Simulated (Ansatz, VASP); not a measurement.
**BN: VASP beside Ansatz**

```
B N
1.0
     2.55394    0.00000    0.00000
    -1.27697    2.21178    0.00000
     0.00000    0.00000    4.22685
B N
2 2
Direct
  0.66667 0.33333 0.99972
  0.33333 0.66667 0.49972
  0.66667 0.33333 0.58979
  0.33333 0.66667 0.08979
```

Change from the starting cell: all N atoms moved -0.150 Å, as atom 3 along Cartesian [0 0 1].

Alike in both runs: task single point; functional r2SCAN; k mesh 12 × 12 × 6; occupations gaussian, width 0.05 eV; no spin polarisation.

|  | VASP | Ansatz |
| --- | --- | --- |
| version | VASP 6.6.1 | Ansatz 0.2.0 |
| potentials or method | VASP PAW PBE potentials, release 64 (B, N) | scalar-relativistic, plane waves, PAW |
| plane-wave cutoff (eV) | 520 | 500 |
| valence electrons in the cell | 16 | 16 |

Ansatz gave:

* gap on the k mesh at the Fermi level (eV): 5.70
* least direct gap on the mesh (eV): 7.48
* pressure (GPa): 1.7
* largest component of the traceless stress (GPa): 9.04
* rms of the force components (eV/Å): 1.302

Question: Which values does VASP return?

Answer: gap on the k mesh at the Fermi level (eV): 5.69; least direct gap on the mesh (eV): 7.49; pressure (GPa): 2.7; largest component of the traceless stress (GPa): 8.46; rms of the force components (eV/Å): 1.305.

Atom by atom the forces differ by 0.003 eV/Å (rms over components).

Caveats: the PAW data sets were made with another functional, which shifts forces and pressure a little (VASP). A k mesh can miss the band edges.
